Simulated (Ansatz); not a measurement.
# Every step of a relaxation of CdSe (NiAs type)

DFT, PBE, PAW with Ansatz's default frozen-core files, scalar-relativistic (Ansatz 0.2.0); a Γ-centred 10×10×6 k mesh, Fermi–Dirac smearing of 0.05 eV, no spin polarisation. The run relaxes cell and atoms at a target pressure of 5.2 GPa.

Command: `ansatz run input.yaml --threads 1 --pin off --max-ram 3584MiB --backend cpu --events-out ev --progress --plain --runs-dir out` It took 31 s on 1 thread of Intel(R) Xeon(R) 6975P-C (Granite Rapids) (shared host), peak memory 0.48 GiB.

PAW: frozen-core files, cutoff 420 eV; forces are relaxed below 0.005 eV/Å.

Each step lists its enthalpy F + pV a cell above the last geometry, the pressure, the cell vectors (Å), and Cartesian positions (Å) with forces (eV/Å).

The first step:

```
step 1  dH = 58.07 meV  P = 6.65 GPa
  cell 4.0301 0.0000 0.0000  -2.0150 3.4901 0.0000  0.0000 0.0000 6.2466
  Cd 0.0000 0.0000 0.0000   0.0000 0.0000 0.0000
  Cd 0.0000 0.0000 3.1233   0.0000 0.0000 0.0000
  Se 0.0000 2.3268 1.5617   0.0000 0.0000 0.0000
  Se 2.0150 1.1634 4.6850   0.0000 0.0000 0.0000
```

Problem. Where does the relaxation end, and by which steps?

Solution. After 4 geometries, with conventional a, b, c = 3.955, 3.955, 6.571 Å, at 22.248 Å³/atom (+1.29 % against the start) in space group P6_3/mmc, with a shortest distance of 2.813 Å. The further steps:
```
step 2  dH = 9.75 meV  P = 3.81 GPa
  cell 3.9985 0.0000 0.0000  -1.9992 3.4628 0.0000  0.0000 0.0000 6.5457
  Cd 0.0000 0.0000 0.0000   0.0000 0.0000 0.0000
  Cd 0.0000 0.0000 3.2728   0.0000 0.0000 0.0000
  Se 0.0000 2.3085 1.6364   0.0000 0.0000 0.0000
  Se 1.9992 1.1543 4.9092   0.0000 0.0000 0.0000
step 3  dH = 0.19 meV  P = 5.02 GPa
  cell 3.9597 0.0000 0.0000  -1.9798 3.4292 0.0000  0.0000 0.0000 6.5692
  Cd 0.0000 0.0000 0.0000   0.0000 0.0000 0.0000
  Cd 0.0000 0.0000 3.2846   0.0000 0.0000 0.0000
  Se 0.0000 2.2861 1.6423   0.0000 0.0000 0.0000
  Se 1.9798 1.1431 4.9269   0.0000 0.0000 0.0000
step 4  dH = 0.00 meV  P = 5.21 GPa
  cell 3.9545 0.0000 0.0000  -1.9773 3.4247 0.0000  0.0000 0.0000 6.5711
  Cd 0.0000 0.0000 0.0000   0.0000 0.0000 0.0000
  Cd 0.0000 0.0000 3.2855   0.0000 0.0000 0.0000
  Se 0.0000 2.2831 1.6428   0.0000 0.0000 0.0000
  Se 1.9773 1.1416 4.9283   0.0000 0.0000 0.0000
step 5  dH = -0.13 meV  P = 5.20 GPa  (same geometry on a basis chosen anew; earlier energies don't compare to the last digit)
  cell 3.9545 0.0000 0.0000  -1.9773 3.4247 0.0000  0.0000 0.0000 6.5711
  Cd 0.0000 0.0000 0.0000   0.0000 0.0000 0.0000
  Cd 0.0000 0.0000 3.2855   0.0000 0.0000 0.0000
  Se 0.0000 2.2831 1.6428   0.0000 0.0000 0.0000
  Se 1.9773 1.1416 4.9283   0.0000 0.0000 0.0000
```
